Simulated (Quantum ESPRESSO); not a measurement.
A run of Quantum ESPRESSO 7.5 is set up as follows.

Contents of pw.in:

```
&CONTROL
  calculation = 'scf'
  prefix = 'pwscf'
  outdir = './tmp'
  pseudo_dir = './pseudo'
  tprnfor = .true.
  tstress = .true.
  disk_io = 'low'
/
&SYSTEM
  ibrav = 0
  nat = 2
  ntyp = 2
  ecutwfc = 84
  nbnd = 9
  occupations = 'smearing'
  smearing = 'fd'
  degauss = 0.00367493
/
&ELECTRONS
  conv_thr = 4d-10
  electron_maxstep = 120
  mixing_beta = 0.5
/
ATOMIC_SPECIES
N     14.0070 N.upf
B     10.8100 B.upf
CELL_PARAMETERS bohr
   0.0000000000    3.4260753537    3.4260753537
   3.4260753537    0.0000000000    3.4260753537
   3.4260753537    3.4260753537    0.0000000000
ATOMIC_POSITIONS bohr
N      1.7130376768    1.7130376768    1.7130376768
B      0.0000000000    0.0000000000    0.0000000000
K_POINTS automatic
13 13 13 0 0 0
```

bands.in

```
&CONTROL
  calculation = 'bands'
  prefix = 'pwscf'
  outdir = './tmp'
  pseudo_dir = './pseudo'
  disk_io = 'low'
  verbosity = 'high'
/
&SYSTEM
  ibrav = 0
  nat = 2
  ntyp = 2
  ecutwfc = 84
  nbnd = 9
  occupations = 'smearing'
  smearing = 'fd'
  degauss = 0.00367493
/
&ELECTRONS
  conv_thr = 1d-08
  electron_maxstep = 120
  mixing_beta = 0.5
  diago_full_acc = .true.
/
ATOMIC_SPECIES
N     14.0070 N.upf
B     10.8100 B.upf
CELL_PARAMETERS bohr
   0.0000000000    3.4260753537    3.4260753537
   3.4260753537    0.0000000000    3.4260753537
   3.4260753537    3.4260753537    0.0000000000
ATOMIC_POSITIONS bohr
N      1.7130376768    1.7130376768    1.7130376768
B      0.0000000000    0.0000000000    0.0000000000
K_POINTS crystal
60
 0.0000000000  0.0000000000  0.0000000000 1
 0.0625000000  0.0000000000  0.0625000000 1
 0.1250000000  0.0000000000  0.1250000000 1
 0.1875000000  0.0000000000  0.1875000000 1
 0.2500000000  0.0000000000  0.2500000000 1
 0.3125000000  0.0000000000  0.3125000000 1
 0.3750000000  0.0000000000  0.3750000000 1
 0.4375000000  0.0000000000  0.4375000000 1
 0.5000000000  0.0000000000  0.5000000000 1
 0.5000000000  0.0625000000  0.5625000000 1
 0.5000000000  0.1250000000  0.6250000000 1
 0.5000000000  0.1875000000  0.6875000000 1
 0.5000000000  0.2500000000  0.7500000000 1
 0.4375000000  0.3125000000  0.7500000000 1
 0.3750000000  0.3750000000  0.7500000000 1
 0.3375000000  0.3375000000  0.6750000000 1
 0.3000000000  0.3000000000  0.6000000000 1
 0.2625000000  0.2625000000  0.5250000000 1
 0.2250000000  0.2250000000  0.4500000000 1
 0.1875000000  0.1875000000  0.3750000000 1
 0.1500000000  0.1500000000  0.3000000000 1
 0.1125000000  0.1125000000  0.2250000000 1
 0.0750000000  0.0750000000  0.1500000000 1
 0.0375000000  0.0375000000  0.0750000000 1
 0.0000000000  0.0000000000  0.0000000000 1
 0.0625000000  0.0625000000  0.0625000000 1
 0.1250000000  0.1250000000  0.1250000000 1
 0.1875000000  0.1875000000  0.1875000000 1
 0.2500000000  0.2500000000  0.2500000000 1
 0.3125000000  0.3125000000  0.3125000000 1
 0.3750000000  0.3750000000  0.3750000000 1
 0.4375000000  0.4375000000  0.4375000000 1
 0.5000000000  0.5000000000  0.5000000000 1
 0.5250000000  0.4500000000  0.5250000000 1
 0.5500000000  0.4000000000  0.5500000000 1
 0.5750000000  0.3500000000  0.5750000000 1
 0.6000000000  0.3000000000  0.6000000000 1
 0.6250000000  0.2500000000  0.6250000000 1
 0.5833333333  0.2500000000  0.6666666667 1
 0.5416666667  0.2500000000  0.7083333333 1
 0.5000000000  0.2500000000  0.7500000000 1
 0.5000000000  0.2857142857  0.7142857143 1
 0.5000000000  0.3214285714  0.6785714286 1
 0.5000000000  0.3571428571  0.6428571429 1
 0.5000000000  0.3928571429  0.6071428571 1
 0.5000000000  0.4285714286  0.5714285714 1
 0.5000000000  0.4642857143  0.5357142857 1
 0.5000000000  0.5000000000  0.5000000000 1
 0.4821428571  0.4821428571  0.5357142857 1
 0.4642857143  0.4642857143  0.5714285714 1
 0.4464285714  0.4464285714  0.6071428571 1
 0.4285714286  0.4285714286  0.6428571429 1
 0.4107142857  0.4107142857  0.6785714286 1
 0.3928571429  0.3928571429  0.7142857143 1
 0.3750000000  0.3750000000  0.7500000000 1
 0.6250000000  0.2500000000  0.6250000000 1
 0.5937500000  0.1875000000  0.5937500000 1
 0.5625000000  0.1250000000  0.5625000000 1
 0.5312500000  0.0625000000  0.5312500000 1
 0.5000000000  0.0000000000  0.5000000000 1
```

Potentials or basis: PseudoDojo 0.4.1 SR PBE standard.

Run with:

```console
$ OMP_NUM_THREADS=1 pw.x -in pw.in > pw.out
$ OMP_NUM_THREADS=1 pw.x -in bands.in > bands.out
```

(1) What does it give for the band gap on the k mesh?

(2) Estimate the band gap along the path.

(3) What does it give for the pressure?

Answers

(1) 4.60 eV, indirect (least direct gap 8.83 eV).

(2) 4.52 eV, indirect (least direct gap 8.83 eV).

(3) -0.8 GPa.

**Experimental background.**

A printed reference work, monograph reports, for a bulk crystal of BN at 300 K: band gap 6.4 eV (indirect).

A measured gap of BN is 6.4 eV (indirect; 300 K; a printed reference work, monograph); the calculated 4.52 eV misses it by -1.88 eV. The value is that of PBE, without temperature or zero-point motion. Semilocal functionals fall short of measured gaps as a rule. The cell is a database's relaxed one, not the measured one, which moves gaps too.
